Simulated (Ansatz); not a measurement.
A strain series on SrO in the wurtzite structure (it has left that coordination) with PBE in Ansatz; the unstrained cell is the r2SCAN minimum. All values are calculated for a non-magnetic cell, which may be hypothetical.

Input of the unstrained run:
```yaml
crystal:
  lattice:
    - [4.2700309537, 0.0, 0.0]
    - [-2.1350154768, 3.6979552808, 0.0]
    - [0.0, 0.0, 5.1444468174]
  atoms:
    - { symbol: Sr, position: [0.3333333333, 0.6666666667, -0.0625] }
    - { symbol: Sr, position: [0.6666666667, 0.3333333333, 0.4375] }
    - { symbol: O, position: [0.3333333333, 0.6666666667, 0.4375] }
    - { symbol: O, position: [0.6666666667, 0.3333333333, 0.9375] }
kpoints:
  mp_grid: { grid: [12, 12, 6] }
  band_path:
    path:
      - [0.0, 0.0, 0.0]
      - [0.5, 0.0, 0.0]
      - [0.3333333333, 0.3333333333, 0.0]
      - [0.0, 0.0, 0.5]
      - [0.5, 0.0, 0.5]
      - [0.3333333333, 0.3333333333, 0.5]
    npoints: 1
hamiltonian:
  xc: pbe
scf:
  occupations: { method: fermi_dirac, width: 0.02 }
  n_extra_bands: 5
output:
  forces: true
  stress: true
  eigenvalues: true
```

Its main results, and the levels near the gap at the points of the path (eV from the Fermi energy, bands numbered from 0, names kept under strain):
```
Crystal: 4 atoms, lattice volume = 81.233 Å³
Basis set: ecut = 420 eV, 1583 PW (Γ)
Symmetry: 24 space group operations
Space group: P63/mmc (ITA 194)
k-points: 76 of 864
Free energy (F): -8229.049381 eV
Fermi energy:    7.374333 eV
--- Forces (eV/Å), atoms counted from 1 ---
  atom   1  Sr      0.00000      0.00000      0.00000
  atom   2  Sr      0.00000      0.00000      0.00000
  atom   3  O       0.00000      0.00000      0.00000
  atom   4  O       0.00000      0.00000      0.00000
--- Stress (GPa, compression-positive) ---
        1.104408       0.000000       0.000000
        0.000000       1.104408       0.000000
        0.000000       0.000000       1.531182
  P = ⅓ Tr σ = 1.2467 GPa (12.467 kbar)
```
```tsv
point	band_13	band_14	band_15	band_16	band_17	band_18
Γ	-2.212	-1.647	-1.343	1.315	4.814	4.814
M	-1.678	-1.667	-1.606	2.978	3.516	3.761
K	-1.678	-1.678	-1.410	2.369	2.388	6.022
A	-2.414	-2.414	-2.414	3.011	3.011	6.549
L	-2.227	-1.765	-1.765	3.613	3.613	6.082
H	-2.177	-1.725	-1.725	3.048	3.048	6.265
```

Xy shear, engineering strain (angle) -4.0 %. The input changes in these blocks:
```yaml
crystal:
  lattice:
    - [4.2700309537, -0.0854006191, 0.0]
    - [-2.2089745824, 3.7406555904, 0.0]
    - [0.0, 0.0, 5.1444468174]
  atoms:
    - { symbol: Sr, position: [0.3396478962, 0.6670671972, -0.0625] }
    - { symbol: Sr, position: [0.6603521038, 0.3329328028, 0.4375] }
    - { symbol: O, position: [0.3365860422, 0.6667844453, 0.4375] }
    - { symbol: O, position: [0.6634139578, 0.3332155547, 0.9375] }
output:
  forces: true
  stress: true
  eigenvalues: true
  write_density: true
  write_potential: true
  elf: true
  volumetric_format: npy
```

```
Crystal: 4 atoms, lattice volume = 81.200 Å³
Basis set: ecut = 420 eV, 1589 PW (Γ)
Symmetry: 4 space group operations
Space group: P21/m (ITA 11)
k-points: 296 of 864
Free energy (F): -8229.045316 eV
Fermi energy:    7.378940 eV
--- Forces (eV/Å), atoms counted from 1 ---
  atom   1  Sr    -0.00173    -0.00024      0.00000
  atom   2  Sr      0.00173      0.00024      0.00000
  atom   3  O       0.00075      0.00066      0.00000
  atom   4  O     -0.00075    -0.00066      0.00000
--- Stress (GPa, compression-positive) ---
        1.010702       0.375572       0.000000
        0.375572       1.123783       0.000000
        0.000000       0.000000       1.485822
  P = ⅓ Tr σ = 1.2068 GPa (12.068 kbar)
```
```tsv
point	band_13	band_14	band_15	band_16	band_17	band_18
Γ	-2.205	-1.648	-1.342	1.314	4.683	4.945
M	-1.671	-1.656	-1.591	3.043	3.421	3.614
K	-1.692	-1.661	-1.415	2.377	2.388	5.944
A	-2.416	-2.397	-2.397	3.008	3.008	6.461
L	-2.203	-1.755	-1.755	3.636	3.636	5.971
H	-2.176	-1.730	-1.730	3.053	3.053	6.264
```

PBE: the gap goes from 2.658 to 2.656 eV (-0.002 eV).

Another run changes these blocks:
```yaml
crystal:
  lattice:
    - [4.4408321918, 0.0, 0.0]
    - [-2.2204160959, 3.8458734921, 0.0]
    - [0.0, 0.0, 5.3502246901]
  atoms:
    - { symbol: Sr, position: [0.3333333333, 0.6666666667, -0.0625] }
    - { symbol: Sr, position: [0.6666666667, 0.3333333333, 0.4375] }
    - { symbol: O, position: [0.3333333333, 0.6666666667, 0.4375] }
    - { symbol: O, position: [0.6666666667, 0.3333333333, 0.9375] }
```

```
Crystal: 4 atoms, lattice volume = 91.376 Å³
Basis set: ecut = 420 eV, 1811 PW (Γ)
Symmetry: 24 space group operations
Space group: P63/mmc (ITA 194)
k-points: 76 of 864
Free energy (F): -8228.889607 eV
Fermi energy:    6.184941 eV
--- Forces (eV/Å), atoms counted from 1 ---
  atom   1  Sr      0.00000      0.00000      0.00000
  atom   2  Sr      0.00000      0.00000      0.00000
  atom   3  O       0.00000      0.00000      0.00000
  atom   4  O       0.00000      0.00000      0.00000
--- Stress (GPa, compression-positive) ---
       -5.447446       0.000000       0.000000
        0.000000      -5.447446       0.000000
        0.000000       0.000000      -5.770420
  P = ⅓ Tr σ = -5.5551 GPa (-55.551 kbar)
```
```tsv
point	band_13	band_14	band_15	band_16	band_17	band_18
Γ	-1.943	-1.623	-1.159	1.131	4.703	4.703
M	-1.567	-1.489	-1.395	2.949	3.517	3.765
K	-1.532	-1.532	-1.263	2.447	2.540	5.755
A	-2.069	-2.069	-2.069	2.790	2.790	6.158
L	-1.907	-1.580	-1.580	3.526	3.526	5.777
H	-1.846	-1.598	-1.598	3.059	3.059	5.987
```

Problem. Which strain is this, and what did it do?

Solution. Isotropic +4.0 % on every length, atoms relaxed again. PBE: the gap goes from 2.658 to 2.290 eV (-0.368 eV).

Another run changes these blocks:
```yaml
crystal:
  lattice:
    - [4.4408321918, 0.0, 0.0]
    - [-2.2204160959, 3.8458734921, 0.0]
    - [0.0, 0.0, 5.0482075186]
  atoms:
    - { symbol: Sr, position: [0.3333333333, 0.6666666667, -0.0625] }
    - { symbol: Sr, position: [0.6666666667, 0.3333333333, 0.4375] }
    - { symbol: O, position: [0.3333333333, 0.6666666667, 0.4375] }
    - { symbol: O, position: [0.6666666667, 0.3333333333, 0.9375] }
```

```
Crystal: 4 atoms, lattice volume = 86.218 Å³
Basis set: ecut = 420 eV, 1679 PW (Γ)
Symmetry: 24 space group operations
Space group: P63/mmc (ITA 194)
k-points: 76 of 864
Free energy (F): -8228.975595 eV
Fermi energy:    6.792388 eV
--- Forces (eV/Å), atoms counted from 1 ---
  atom   1  Sr      0.00000      0.00000      0.00000
  atom   2  Sr      0.00000      0.00000      0.00000
  atom   3  O       0.00000      0.00000      0.00000
  atom   4  O       0.00000      0.00000      0.00000
--- Stress (GPa, compression-positive) ---
       -3.566328       0.000000       0.000000
        0.000000      -3.566328       0.000000
        0.000000       0.000000       1.371014
  P = ⅓ Tr σ = -1.9205 GPa (-19.205 kbar)
```
```tsv
point	band_13	band_14	band_15	band_16	band_17	band_18
Γ	-2.083	-1.464	-1.161	1.128	4.630	4.630
M	-1.571	-1.454	-1.417	2.811	3.570	3.705
K	-1.439	-1.439	-1.428	2.279	2.555	5.802
A	-2.290	-2.290	-2.290	2.788	2.788	6.321
L	-2.144	-1.801	-1.801	3.568	3.568	6.060
H	-2.082	-1.812	-1.812	3.100	3.100	6.282
```

Problem. Which strain is this, and what did it do?

Solution. Epitaxial +4.0 % in the xy plane, free normal strain -1.87 %, atoms relaxed again. PBE: the gap goes from 2.658 to 2.290 eV (-0.368 eV).

Another run changes these blocks:
```yaml
crystal:
  lattice:
    - [4.2700309537, 0.0, 0.0]
    - [-2.1350154768, 3.6979552808, 0.0]
    - [0.0, 0.0, 5.2473357537]
  atoms:
    - { symbol: Sr, position: [0.3333333333, 0.6666666667, -0.0625] }
    - { symbol: Sr, position: [0.6666666667, 0.3333333333, 0.4375] }
    - { symbol: O, position: [0.3333333333, 0.6666666667, 0.4375] }
    - { symbol: O, position: [0.6666666667, 0.3333333333, 0.9375] }
output:
  forces: true
  stress: true
  eigenvalues: true
  write_density: true
  write_potential: true
  elf: true
  volumetric_format: npy
```

```
Crystal: 4 atoms, lattice volume = 82.857 Å³
Basis set: ecut = 420 eV, 1607 PW (Γ)
Symmetry: 24 space group operations
Space group: P63/mmc (ITA 194)
k-points: 76 of 864
Free energy (F): -8229.050336 eV
Fermi energy:    7.153957 eV
--- Forces (eV/Å), atoms counted from 1 ---
  atom   1  Sr      0.00000      0.00000      0.00000
  atom   2  Sr      0.00000      0.00000      0.00000
  atom   3  O       0.00000      0.00000      0.00000
  atom   4  O       0.00000      0.00000      0.00000
--- Stress (GPa, compression-positive) ---
        0.308544       0.000000       0.000000
        0.000000       0.308544       0.000000
        0.000000       0.000000      -1.231597
  P = ⅓ Tr σ = -0.2048 GPa (-2.048 kbar)
```
```tsv
point	band_13	band_14	band_15	band_16	band_17	band_18
Γ	-2.170	-1.708	-1.341	1.306	4.854	4.854
M	-1.695	-1.645	-1.546	3.025	3.507	3.796
K	-1.714	-1.700	-1.354	2.393	2.429	5.905
A	-2.342	-2.342	-2.342	3.011	3.011	6.492
L	-2.150	-1.694	-1.694	3.600	3.600	5.993
H	-2.101	-1.656	-1.656	3.036	3.036	6.168
```

Problem. Which strain is this, and what did it do?

Solution. Uniaxial +2.0 % along z, other directions held, atoms relaxed again. PBE: the gap goes from 2.658 to 2.647 eV (-0.011 eV).
